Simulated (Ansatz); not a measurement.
## Is this NaI structure a true minimum?

The cell was reached from a generator's guess, though it ends in a space group that the Crystallography Open Database lists for this formula.

These are results of Ansatz, DFT PBE, scalar-relativistic, plane waves, PAW, not measurements. Cutoff 420 eV; k points 6×6×6 on the computed 2-atom cell (Γ-centred); Gaussian smearing, width 0.02 eV; no spin polarisation.

The cell below (2 atoms, space group Fm-3m (No. 225)) is relaxed within its symmetry.

```
Na I
1.0
     0.00000    3.26464    3.26464
     3.26464    0.00000    3.26464
     3.26464    3.26464    0.00000
Na I
1 1
Direct
  0.50000 0.50000 0.50000
  0.00000 0.00000 0.00000
```

For the test a repeat of it with 4 atoms (edges 4.62, 4.62, 8.00 Å) was strained at random (σ = 1.5 % a component), the atoms were moved at random (σ = 0.05 Å), and all was relaxed again on a coarse 4×4×4 mesh (in the run’s order of axes) with 0.10 eV smearing, with no symmetry imposed.

These runs have no spin–orbit coupling, which can matter for I.

Question: Does it come back?

Answer: It returns, within 1 meV/atom of the unmoved cell on that mesh and with the same symmetry when read at 0.1 Å (C2/m at 0.01 Å, so small strains and shifts remain). No instability shows in this cell; modes of other wave vectors, which need another repeat, aren't tested.
